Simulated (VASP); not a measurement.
A VASP calculation is set up with these files.

**POSCAR**
```
Li3N
1.0
  3.6285010000   0.0000000000   0.0000000000
 -1.8142500000   3.1423740000   0.0000000000
  0.0000000000   0.0000000000   3.8746840000
Li N
3 1
Cartesian
  0.0000000000   0.0000000000   1.9373420000
 -0.0000014809   2.0949170475   0.0000000000
  1.8142524809   1.0474569525   0.0000000000
  0.0000000000   0.0000000000   0.0000000000
```

### INCAR
```
# general
SYSTEM  =  Li3N
PREC    =  Accurate
ENCUT   =  400
LREAL   =  .FALSE.
LASPH   =  .TRUE.

# electronic loop
EDIFF   =  1E-6
NELM    =  100
ALGO    =  Normal

# smearing
ISMEAR  =  0
SIGMA   =  0.01

# functional
GGA     =  PE

# ions
ISIF    =  2

# output
LWAVE   =  .FALSE.
LCHARG  =  .FALSE.
```

KPOINTS:
```
Automatic
0
gamma
 5 5 5
0.5 0.5 0.5
```

POTCAR, in this order: Li_sv N (PBE.64 set). Program: vasp_std.

Question: Write an equivalent input for Quantum ESPRESSO's pw.x.

Answer: One equivalent input (not run):
```
&CONTROL
  calculation = 'scf'
  pseudo_dir = './pseudo'
  outdir = './out'
  tprnfor = .true.
  tstress = .true.
/
&SYSTEM
  ibrav = 0
  nat = 4
  ntyp = 2
  ecutwfc = 84
  occupations = 'smearing'
  smearing = 'gaussian'
  degauss = 0.000735
  input_dft = 'pbe'
/
&ELECTRONS
  conv_thr = 7.3e-08
  electron_maxstep = 100
/
ATOMIC_SPECIES
  Li 6.940 Li.upf
  N 14.007 N.upf
CELL_PARAMETERS angstrom
     3.6285010    0.0000000    0.0000000
    -1.8142500    3.1423740    0.0000000
     0.0000000    0.0000000    3.8746840
ATOMIC_POSITIONS crystal
  Li   0.0000000  0.0000000  0.5000000
  Li   0.3333330  0.6666670  0.0000000
  Li   0.6666670  0.3333330  0.0000000
  N    0.0000000  0.0000000  0.0000000
K_POINTS automatic
  5 5 5 1 1 1
```
The two are equivalent in intent, not identical: the potentials are each code's own (VASP's PAW set, PseudoDojo norm-conserving files in pw.x), so ENCUT and ecutwfc are chosen apart and not converted; conv_thr bounds pw.x's estimated SCF error, while EDIFF bounds the energy change between steps.

The structure comes from a computed database's Li3N entry; how it stands against other phases isn't given here. The cell was not relaxed at this level.
